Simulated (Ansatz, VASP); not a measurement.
# V in VASP and in Ansatz

```
V
1.0
     2.41072    0.00000    0.00000
     0.00000    2.41072    0.00000
     0.00000    0.00000    2.41072
V
1
Direct
  0.00000 0.00000 0.00000
```

Alike in both runs: functional PBEsol; k mesh 13 × 13 × 13; occupations fermi-dirac, width 0.1 eV; no spin polarisation.

Ansatz relaxed the structure, and its values are those at the end. VASP's run is a single point on that final structure, the one shown.

|  | VASP | Ansatz |
| --- | --- | --- |
| version | VASP 6.6.1 | Ansatz 0.2.0 |
| potentials or method | VASP PAW PBE potentials, release 64 (V_sv) | plane waves (420 eV) with PAW, scalar-relativistic |
| plane-wave cutoff (eV) | 520 | 420 |
| valence electrons in the cell | 13 | 13 |

VASP gave:

- pressure (GPa): 0.3

**Question.** What did Ansatz give for the same quantities?

**Answer.** Pressure (GPa): 0.0.

With one functional, cell and mesh, what is left measures potentials, basis and numerics. Ansatz warned: «pseudo_functional_mismatch».

Caveats: the PAW data sets were made with another functional, which shifts forces and pressure a little (VASP).
